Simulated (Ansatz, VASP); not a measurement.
Mo: VASP beside Ansatz

```
Mo
1.0
     2.73551    0.00000    0.00000
    -1.36776    2.36902    0.00000
     0.00000    0.00000    2.55518
Mo
1
Direct
  0.00000 0.00000 0.50000
```

This isn't the form of Mo at room conditions, which is bcc.

Alike in both runs: task single point; functional PBE; dispersion D3(BJ); k mesh 9 × 9 × 8; occupations gaussian, width 0.1 eV; no spin polarisation.

```csv
,VASP,Ansatz
version,VASP 6.6.1,Ansatz 0.2.0
potentials or method,"VASP PAW PBE potentials, release 64 (Mo_sv)","scalar-relativistic, plane waves, PAW"
plane-wave cutoff (eV),520,420
valence electrons in the cell,14,14
```

Ansatz gave:

```
gap on the k mesh at the Fermi level (eV)       : none
pressure (GPa)                                  : -2.8
largest component of the traceless stress (GPa) : 0.25
```

Q: What did VASP give for the same quantities?

A: gap on the k mesh at the Fermi level (eV): none; pressure (GPa): -2.3; largest component of the traceless stress (GPa): 0.17.

A gap of «none» marks a metal or a gap that the smearing closes.

Caveats: pairwise dispersion overbinds metals, which lowers pressure and volume.
